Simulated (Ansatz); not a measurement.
Space group I4/mmm (No. 139). a = 8.939 Å, b = 8.939 Å, c = 5.231 Å, α = 90.00°, β = 90.00°, γ = 90.00°
| atom | site | symmetry | x | y | z |
| --- | --- | --- | --- | --- | --- |
| Si | 8h | m.2m | 0.6770 | 0.6770 | 0.5000 |
| O | 8f | ..2/m | 0.7500 | 0.7500 | 0.7500 |
| O | 8i | m2m. | 0.7088 | 0.5000 | 0.5000 |

Equation of state of this SiO2 structure (not necessarily the ground state), with shape and atoms relaxed at each volume where symmetry leaves them free. These are results of Ansatz 0.2.0, DFT r2SCAN, scalar-relativistic, plane waves, PAW, not measurements.

Settings: cutoff 500 eV, Γ-centred mesh 6×6×6 on the computed 12-atom cell, Gaussian smearing of 0.02 eV; no spin polarisation.

```csv
V (Å³/atom),E − E(largest V) (meV/atom),P (GPa),gap on mesh (eV)
15.327,60.42,20.52,5.91
15.849,2.97,14.74,6.02
16.372,-36.12,9.31,6.08
16.894,-58.31,4.39,6.10
17.417,-65.33,0.00,6.08
17.939,-58.86,-3.89,6.01
18.462,-40.49,-7.30,5.91
19.158,0.00,-11.20,5.71
```

Q: Fit a third-order Birch–Murnaghan equation to E(V).

A: V0 = 17.42 Å³/atom, B0 = 137 GPa, B0' = 2.8.

The gaps are read on the mesh, which can miss the band edges, so they can be too wide.

This form isn't the usual stable structure of the compound.